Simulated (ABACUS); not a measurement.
**Pb under changes of volume**

One of the cells (31.034 Å³/atom); the others are scaled copies at fixed shape and fractional positions:

```
Pb
1.0
    -1.97966    1.97966    1.97966
     1.97966   -1.97966    1.97966
     1.97966    1.97966   -1.97966
Pb
1
Direct
  0.00000 0.00000 0.00000
```

This isn't the form of Pb at room conditions, which is fcc.

* Program: ABACUS 3.10.1
* Functional: PBE
* Potentials or basis: PseudoDojo NC SR 0.4.1 PBE standard
* Cutoff: 1361 eV
* Density cutoff: 5442 eV
* Basis: TZDP LCAO (the cutoffs set its grid)
* k mesh: 9 × 9 × 9
* Occupations: fermi-dirac, width 0.05 eV
* Spin: no spin polarisation

| volume (Å³/atom) | energy over the lowest point (meV/atom) | pressure (GPa) |
| --- | --- | --- |
| 29.172 | 31.06 | 4.2 |
| 29.792 | 17.11 | 3.1 |
| 30.413 | 7.62 | 2.0 |
| 31.034 | ? | ? |
| 31.654 | 0.00 | 0.3 |
| 32.275 | 0.94 | -0.4 |
| 32.896 | 4.49 | -1.0 |

What does the run at 31.034 Å³/atom give?

Energy over the lowest point 2.07 meV/atom; pressure 1.1 GPa.

Worked out: A Birch-Murnaghan fit of order 3 (a polynomial in V^(-2/3)) to the other rows has its minimum at 31.76 Å³/atom with B0 = V·E''(V) = 39 GPa and B' = 5.9. It gives 2.09 meV/atom at 31.034 Å³/atom, against the run's 2.07, and -dE/dV = 1.0 GPa, against 1.1.

Energies are extrapolated to zero smearing.

Caveats: the atomic orbitals were generated for these runs and aren't a published set; the basis of atomic orbitals isn't converged, which shifts pressures, moduli and gaps.
